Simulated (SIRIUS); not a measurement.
# GaAs (F-43m) in SIRIUS: equation of state

How stiff is GaAs in PBEsol, and what volume does it want? The cell is scaled to several volumes.

Everything below comes from runs of SIRIUS 7.12.0. Logs are shortened: lines on timing, memory, paths and dates and some standing lists are left out, and cuts for length are marked. The log counts tension as positive stress, the text compression.

### Step 1. The crystal as given

It takes space group F-43m (No. 216, cubic). Conventional cell: a = 5.654 Å, b = 5.654 Å, c = 5.654 Å, α = 90.00°, β = 90.00°, γ = 90.00°. As (site symmetry -43m) is surrounded by 4 Ga at 2.45 Å. Around Ga (site symmetry -43m) lie 4 As at 2.45 Å.

### Step 2. Equation of state, PBEsol, 21.23 Å³/atom (volume scaled by 0.94)

Input file sirius.json:

```json
{
  "control": {
    "processing_unit": "cpu",
    "std_evp_solver_name": "lapack",
    "gen_evp_solver_name": "lapack",
    "verbosity": 2,
    "print_forces": false,
    "ortho_rf": true,
    "use_second_variation": true,
    "rmt_max": 3.0,
    "num_bands_to_print": 24,
    "save_wf": true
  },
  "parameters": {
    "electronic_structure_method": "full_potential_lapwlo",
    "xc_functionals": ["XC_GGA_X_PBE_SOL", "XC_GGA_C_PBE_SOL"],
    "core_relativity": "dirac",
    "valence_relativity": "iora",
    "num_fv_states": 29,
    "smearing": "fermi_dirac",
    "smearing_width": 0.0018374661,
    "pw_cutoff": 20,
    "gk_cutoff": 3.77,
    "lmax_apw": 10,
    "lmax_rho": 8,
    "lmax_pot": 8,
    "num_mag_dims": 0,
    "auto_rmt": 0,
    "ngridk": [8, 8, 8],
    "shiftk": [0, 0, 0],
    "num_dft_iter": 80,
    "energy_tol": 1e-07,
    "density_tol": 1e-05,
    "use_symmetry": true
  },
  "settings": {"tol_ne": 1e-10},
  "iterative_solver": {"type": "exact"},
  "mixer": {"type": "anderson", "beta": 0.5, "max_history": 8},
  "unit_cell": {
    "lattice_vectors": [[0.0, 5.2329218537, 5.2329218537], [5.2329218537, 0.0, 5.2329218537], [5.2329218537, 5.2329218537, 0.0]],
    "atom_types": ["As", "Ga"],
    "atom_files": {"As": "As.json", "Ga": "Ga.json"},
    "atoms": {"As": [[0.75, 0.75, 0.75]], "Ga": [[0.0, 0.0, 0.0]]}
  }
}
```

Input file As.json:

```json
{
  "name": "arsenic",
  "symbol": "As",
  "number": 33,
  "mass": 74.9216,
  "rmin": 1e-06,
  "rmt": 2.23,
  "nrmt": 800,
  "rinf": 15.07,
  "core": "1s2s2p",
  "valence": [
    {"basis": [{"enu": 0.01, "dme": 0, "n": 0, "auto": 0}, {"enu": 0.01, "dme": 1, "n": 0, "auto": 0}]},
    {"l": 0, "n": 1, "basis": [{"enu": -0.0114, "dme": 0, "n": 0, "auto": 0}]},
    {"l": 1, "n": 2, "basis": [{"enu": 0.11, "dme": 0, "n": 0, "auto": 0}]},
    {"l": 2, "n": 3, "basis": [{"enu": 0.11, "dme": 0, "n": 0, "auto": 0}]},
    {"l": 3, "n": 4, "basis": [{"enu": 0.11, "dme": 0, "n": 0, "auto": 0}]}
  ],
  "lo": [
    {
      "l": 0,
      "basis": [{"enu": -0.0114, "dme": 0, "n": 0, "auto": 0}, {"enu": -0.0114, "dme": 1, "n": 0, "auto": 0}]
    },
    {
      "l": 0,
      "basis": [{"enu": -0.0114, "dme": 1, "n": 0, "auto": 0}, {"enu": -0.0114, "dme": 2, "n": 0, "auto": 0}]
    },
    {
      "l": 0,
      "basis": [{"enu": -6.6408, "dme": 0, "n": 3, "auto": 1}, {"enu": -6.6408, "dme": 1, "n": 3, "auto": 1}]
    },
    {
      "l": 0,
      "basis": [{"enu": -0.0114, "dme": 0, "n": 0, "auto": 0}, {"enu": 2.4017, "dme": 0, "n": 0, "auto": 0}]
    },
    {"l": 1, "basis": [{"enu": 0.11, "dme": 0, "n": 0, "auto": 0}, {"enu": 0.11, "dme": 1, "n": 0, "auto": 0}]},
    {
      "l": 1,
      "basis": [{"enu": -4.5909, "dme": 0, "n": 3, "auto": 1}, {"enu": -4.5909, "dme": 1, "n": 3, "auto": 1}]
    },
    {
      "l": 1,
      "basis": [{"enu": -4.5909, "dme": 1, "n": 3, "auto": 1}, {"enu": 0.11, "dme": 0, "n": 0, "auto": 0}]
    },
    {"l": 1, "basis": [{"enu": 0.11, "dme": 0, "n": 0, "auto": 0}, {"enu": 3.8101, "dme": 0, "n": 0, "auto": 0}]},
    {"l": 2, "basis": [{"enu": 0.11, "dme": 0, "n": 0, "auto": 0}, {"enu": 0.11, "dme": 1, "n": 0, "auto": 0}]},
    {
      "l": 2,
      "basis": [{"enu": -1.1985, "dme": 0, "n": 3, "auto": 1}, {"enu": -1.1985, "dme": 1, "n": 3, "auto": 1}]
    },
    {
      "l": 2,
      "basis": [{"enu": -1.1985, "dme": 1, "n": 3, "auto": 1}, {"enu": 0.11, "dme": 0, "n": 0, "auto": 0}]
    },
    {"l": 2, "basis": [{"enu": 0.11, "dme": 0, "n": 0, "auto": 0}, {"enu": 4.2927, "dme": 0, "n": 0, "auto": 0}]},
    {"l": 3, "basis": [{"enu": 0.11, "dme": 0, "n": 0, "auto": 0}, {"enu": 0.11, "dme": 1, "n": 0, "auto": 0}]},
    {"l": 3, "basis": [{"enu": 0.11, "dme": 0, "n": 0, "auto": 0}, {"enu": 3.609, "dme": 0, "n": 0, "auto": 0}]}
  ],
  "free_atom": [... radial grid and density of the free atom, the start of the SCF ...]
}
```

Input file Ga.json:

```json
{
  "name": "gallium",
  "symbol": "Ga",
  "number": 31,
  "mass": 69.723,
  "rmin": 1e-06,
  "rmt": 2.23,
  "nrmt": 800,
  "rinf": 19.67,
  "core": "1s2s2p",
  "valence": [
    {"basis": [{"enu": 0.01, "dme": 0, "n": 0, "auto": 0}, {"enu": 0.01, "dme": 1, "n": 0, "auto": 0}]},
    {"l": 0, "n": 1, "basis": [{"enu": 0.0421, "dme": 0, "n": 0, "auto": 0}]},
    {"l": 1, "n": 2, "basis": [{"enu": 0.11, "dme": 0, "n": 0, "auto": 0}]},
    {"l": 2, "n": 3, "basis": [{"enu": 0.11, "dme": 0, "n": 0, "auto": 0}]},
    {"l": 3, "n": 4, "basis": [{"enu": 0.11, "dme": 0, "n": 0, "auto": 0}]}
  ],
  "lo": [
    {
      "l": 0,
      "basis": [{"enu": 0.0421, "dme": 0, "n": 0, "auto": 0}, {"enu": 0.0421, "dme": 1, "n": 0, "auto": 0}]
    },
    {
      "l": 0,
      "basis": [{"enu": -5.1943, "dme": 0, "n": 3, "auto": 1}, {"enu": -5.1943, "dme": 1, "n": 3, "auto": 1}]
    },
    {
      "l": 0,
      "basis": [{"enu": -5.1943, "dme": 1, "n": 3, "auto": 1}, {"enu": 0.0421, "dme": 0, "n": 0, "auto": 0}]
    },
    {
      "l": 0,
      "basis": [{"enu": 0.0421, "dme": 0, "n": 0, "auto": 0}, {"enu": 3.2595, "dme": 0, "n": 0, "auto": 0}]
    },
    {"l": 1, "basis": [{"enu": 0.11, "dme": 0, "n": 0, "auto": 0}, {"enu": 0.11, "dme": 1, "n": 0, "auto": 0}]},
    {
      "l": 1,
      "basis": [{"enu": -3.4108, "dme": 0, "n": 3, "auto": 1}, {"enu": -3.4108, "dme": 1, "n": 3, "auto": 1}]
    },
    {
      "l": 1,
      "basis": [{"enu": -3.4108, "dme": 1, "n": 3, "auto": 1}, {"enu": 0.11, "dme": 0, "n": 0, "auto": 0}]
    },
    {"l": 1, "basis": [{"enu": 0.11, "dme": 0, "n": 0, "auto": 0}, {"enu": 3.8101, "dme": 0, "n": 0, "auto": 0}]},
    {"l": 2, "basis": [{"enu": 0.11, "dme": 0, "n": 0, "auto": 0}, {"enu": 0.11, "dme": 1, "n": 0, "auto": 0}]},
    {
      "l": 2,
      "basis": [{"enu": -0.5041, "dme": 0, "n": 3, "auto": 1}, {"enu": -0.5041, "dme": 1, "n": 3, "auto": 1}]
    },
    {
      "l": 2,
      "basis": [{"enu": -0.5041, "dme": 1, "n": 3, "auto": 1}, {"enu": 0.11, "dme": 0, "n": 0, "auto": 0}]
    },
    {"l": 2, "basis": [{"enu": 0.11, "dme": 0, "n": 0, "auto": 0}, {"enu": 4.2927, "dme": 0, "n": 0, "auto": 0}]},
    {"l": 3, "basis": [{"enu": 0.11, "dme": 0, "n": 0, "auto": 0}, {"enu": 0.11, "dme": 1, "n": 0, "auto": 0}]},
    {"l": 3, "basis": [{"enu": 0.11, "dme": 0, "n": 0, "auto": 0}, {"enu": 3.609, "dme": 0, "n": 0, "auto": 0}]}
  ],
  "free_atom": [... radial grid and density of the free atom, the start of the SCF ...]
}
```

Input file sirius_start.json:

```json
{
  "control": {
    "processing_unit": "cpu",
    "std_evp_solver_name": "lapack",
    "gen_evp_solver_name": "lapack",
    "verbosity": 1,
    "print_forces": false,
    "ortho_rf": true,
    "use_second_variation": true,
    "rmt_max": 3.0,
    "num_bands_to_print": 24,
    "save_wf": false
  },
  "parameters": {
    "electronic_structure_method": "full_potential_lapwlo",
    "xc_functionals": ["XC_LDA_X", "XC_LDA_C_PW"],
    "core_relativity": "dirac",
    "valence_relativity": "iora",
    "num_fv_states": 29,
    "smearing": "fermi_dirac",
    "smearing_width": 0.0055123983,
    "pw_cutoff": 20,
    "gk_cutoff": 3.01,
    "lmax_apw": 10,
    "lmax_rho": 8,
    "lmax_pot": 8,
    "num_mag_dims": 0,
    "auto_rmt": 0,
    "ngridk": [3, 3, 3],
    "shiftk": [0, 0, 0],
    "num_dft_iter": 30,
    "energy_tol": 0.01,
    "density_tol": 0.05,
    "use_symmetry": true
  },
  "settings": {"tol_ne": 1e-10},
  "iterative_solver": {"type": "exact"},
  "mixer": {"type": "anderson", "beta": 0.5, "max_history": 8},
  "unit_cell": {
    "lattice_vectors": [[0.0, 5.2329218537, 5.2329218537], [5.2329218537, 0.0, 5.2329218537], [5.2329218537, 5.2329218537, 0.0]],
    "atom_types": ["As", "Ga"],
    "atom_files": {"As": "As.json", "Ga": "Ga.json"},
    "atoms": {"As": [[0.75, 0.75, 0.75]], "Ga": [[0.0, 0.0, 0.0]]}
  }
}
```

Potentials or basis: all-electron FP-LAPW, apw+lo standard.

The run is started by

```sh
$ OMP_NUM_THREADS=1 sirius.scf --input=sirius_start.json --output=start.json
$ OMP_NUM_THREADS=1 sirius.scf --input=sirius.json --output=output.json --task=1
```

Output:

```text
[info] SIRIUS version : 7.12.0
[info] number of MPI ranks           : 1
[info] MPI grid                      : 1 1
[info] maximum number of OMP threads : 1
[fft] FFT context for density and potential
[fft] =====================================
[fft]   plane wave cutoff                     : 20
[fft]   grid size                             : 50 50 50   total : 125000
[fft]   grid limits                           : -24 25   -24 25   -24 25
[fft]   number of G-vectors within the cutoff : 38781
[fft]   number of G-shells                    : 1034
[fft] FFT context for coarse grid
[fft] =====================================
[fft]   plane wave cutoff                     : 7.54
[fft]   grid size                             : 20 20 20   total : 8000
[fft]   grid limits                           : -9 10   -9 10   -9 10
[fft]   number of G-vectors within the cutoff : 2085
[fft]   number of G-shells                    : 79
[unit cell] lattice vectors
[unit cell]   a1 :       0.0000000000      5.2329218537      5.2329218537
[unit cell]   a2 :       5.2329218537      0.0000000000      5.2329218537
[unit cell]   a3 :       5.2329218537      5.2329218537      0.0000000000
[unit cell] reciprocal lattice vectors
[unit cell]   b1 :      -0.6003515324      0.6003515324      0.6003515324
[unit cell]   b2 :       0.6003515324     -0.6003515324      0.6003515324
[unit cell]   b3 :       0.6003515324      0.6003515324     -0.6003515324
[unit cell] unit cell volume :       286.59112898 [a.u.^3]
[unit cell] 1/sqrt(omega)    :         0.05907023
[unit cell] MT volume        :        92.90373925 (32.42%)
[unit cell] IT volume        :       193.68738973 (67.58%)
[unit cell] number of atom types : 2
[unit cell] type id : 0 symbol : As mt_radius :   2.230000 num_atoms : 1
[unit cell] type id : 1 symbol : Ga mt_radius :   2.230000 num_atoms : 1
[unit cell] total number of atoms : 2
[... 374 lines left out ...]
[diagonalize] ...
[diagonalize] ik:   24   -6.590272   -5.076836   -4.516033   -4.516032   -4.516032   -3.272463   -3.272462   -3.272461   -1.107570   -1.107495   -1.107480   -1.107106   -1.107054   -0.360652   -0.354565   -0.354340   -0.353387   -0.352258   -0.214087   -0.040325    0.067625    0.090080    0.283782    0.307144
[diagonalize] ik:   25   -6.590273   -5.076836   -4.516033   -4.516033   -4.516032   -3.272464   -3.272463   -3.272462   -1.107566   -1.107514   -1.107480   -1.107111   -1.107070   -0.360796   -0.354693   -0.354249   -0.353210   -0.352418   -0.197084   -0.060378    0.042589    0.082896    0.298458    0.366691
[diagonalize] ik:   26   -6.590273   -5.076837   -4.516033   -4.516033   -4.516033   -3.272464   -3.272464   -3.272463   -1.107549   -1.107537   -1.107492   -1.107099   -1.107081   -0.360586   -0.354887   -0.354405   -0.353017   -0.352545   -0.203007   -0.053528    0.036800    0.096678    0.313802    0.384235
[diagonalize] ik:   27   -6.590272   -5.076836   -4.516033   -4.516032   -4.516032   -3.272464   -3.272462   -3.272461   -1.107578   -1.107486   -1.107469   -1.107128   -1.107045   -0.361126   -0.354260   -0.354107   -0.353493   -0.352222   -0.191533   -0.068408    0.063678    0.067058    0.278649    0.290403
[diagonalize] ik:   28   -6.590273   -5.076837   -4.516034   -4.516034   -4.516033   -3.272465   -3.272464   -3.272464   -1.107559   -1.107544   -1.107473   -1.107127   -1.107082   -0.360870   -0.354723   -0.354170   -0.353162   -0.352518   -0.190116   -0.064122    0.047606    0.054683    0.361171    0.369292
[generate_core_charge_density] atom class : 0
[generate_core_charge_density]   n,l,k : 1 0 1  energy :        -429.84814797
[generate_core_charge_density]   n,l,k : 2 0 1  energy :         -54.19178488
[generate_core_charge_density]   n,l,k : 2 1 1  energy :         -48.39067363
[generate_core_charge_density]   n,l,k : 2 1 2  energy :         -47.04836221
[generate_core_charge_density] atom class : 1
[generate_core_charge_density]   n,l,k : 1 0 1  energy :        -375.18496522
[generate_core_charge_density]   n,l,k : 2 0 1  energy :         -45.98247978
[generate_core_charge_density]   n,l,k : 2 1 1  energy :         -40.67801792
[generate_core_charge_density]   n,l,k : 2 1 2  energy :         -39.66288400
[find] Total energy                   :   -4202.17027759 (Ha),   -8404.34055518 (Ry)
[find] iteration : 1, RMS (target) : 9.0690e-02 (1.0000e-05) , energy difference (target) : -8.5974e-05 (1.0000e-07)
[... 21 lines left out ...]
[find] valence_eval_sum               :     -84.70471599
[find] core_eval_sum                  :   -2335.31628610
[find] kinetic energy                 :    4289.11616975
[find] enuc                           :   -5082.86593328
[find] <rho|V^{XC}>                   :    -205.26620211
[find] <rho|E^{XC}>                   :    -156.48499897
[find] <mag|B^{XC}>                   :       0.00000000
[find] <rho|V^{H}>                    :   -6503.87096972
[find] smearing (-TS)                 :      -0.00000003
[find] SCF correction                 :      -0.00003215
[find] Total energy                   :   -4202.17027951 (Ha),   -8404.34055902 (Ry)
[find] Free energy (E-TS)             :   -4202.17027954 (Ha),   -8404.34055908 (Ry)
[find] band gap (eV)                  :       0.91423093
[find] Efermi                         :       0.20949508
[find] iteration : 7, RMS (target) : 2.8520e-06 (1.0000e-05) , energy difference (target) : 9.1990e-08 (1.0000e-07)
[find] converged after 8 SCF iterations!
[find] Charges and magnetic moments
[find] --------------------------------------------------------------------------------
[find] atom      charge    core leakage
[find] --------------------------------------------------------------------------------
[find]    0   31.154585    0.000000e+00
[find]    1   29.419796    0.000000e+00
[find] total core leakage    : 0.00000000e+00
[find] interstitial charge   : 3.425617
[find] total charge          : 63.999999
[find] Energy
[find] --------------------------------------------------------------------------------
[find] valence_eval_sum               :     -84.70471599
[find] core_eval_sum                  :   -2335.31628610
[find] kinetic energy                 :    4289.11616975
[find] enuc                           :   -5082.86593328
[find] <rho|V^{XC}>                   :    -205.26620211
[find] <rho|E^{XC}>                   :    -156.48499897
[find] <mag|B^{XC}>                   :       0.00000000
[find] <rho|V^{H}>                    :   -6503.87096972
[find] smearing (-TS)                 :      -0.00000003
[find] SCF correction                 :      -0.00003215
[find] Total energy                   :   -4202.17027951 (Ha),   -8404.34055902 (Ry)
[find] Free energy (E-TS)             :   -4202.17027954 (Ha),   -8404.34055908 (Ry)
[find] band gap (eV)                  :       0.91423093
[find] Efermi                         :       0.20949508
```

Run time: 56 s. Hardware: 1 thread of Arm Neoverse V1, shared host; peak memory 0.45 GiB.

What came out:

| Quantity | Value |
| --- | --- |
| Free energy | -114346.8785 eV |
| Band gap on the k mesh | 0.91 eV, direct |
| All electrons inside the program's atomic spheres | As 31.15; Ga 29.42 (radii As 2.23, Ga 2.23 bohr) |

(Continued in part 2 of 4.)
